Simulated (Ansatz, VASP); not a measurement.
## Two plane-wave programs on AlN

```
Al N
1.0
     3.08874    0.00000    0.00000
    -1.54437    2.67493    0.00000
     0.00000    0.00000    4.94377
Al N
2 2
Direct
  0.34619 0.69239 0.00152
  0.65381 0.30761 0.50152
  0.32186 0.64372 0.38348
  0.67814 0.35628 0.88348
```

Change from the starting cell: mode 4 frozen in at +0.000 Å and mode 5 at +0.069 Å (largest displacements).

Alike in both runs: task single point; functional LDA; k mesh 9 × 9 × 6; occupations gaussian, width 0.05 eV; no spin polarisation.

|  | VASP | Ansatz |
| --- | --- | --- |
| version | VASP 6.6.1 | Ansatz 0.2.0 |
| potentials or method | VASP PAW LDA potentials, release 64 (Al, N) | scalar-relativistic, plane waves, PAW |
| plane-wave cutoff (eV) | 520 | 520 |
| valence electrons in the cell | 16 | 16 |

|  | VASP | Ansatz | Ansatz less VASP |
| --- | --- | --- | --- |
| gap on the k mesh at the Fermi level (eV) | 4.36 | 4.36 | -0.005 |
| least direct gap on the mesh (eV) | 4.36 | 4.36 | -0.005 |
| pressure (GPa) | 0.5 | -0.1 | -0.59 |
| largest component of the traceless stress (GPa) | 0.52 | 0.55 | +0.032 |
| rms of the force components (eV/Å) | 0.184 | 0.184 | +0.0001 |

Atom by atom the forces differ by 0.001 eV/Å (rms over components).

Caveats: an odd mesh through Γ misses points on the zone boundary, where band edges often lie.
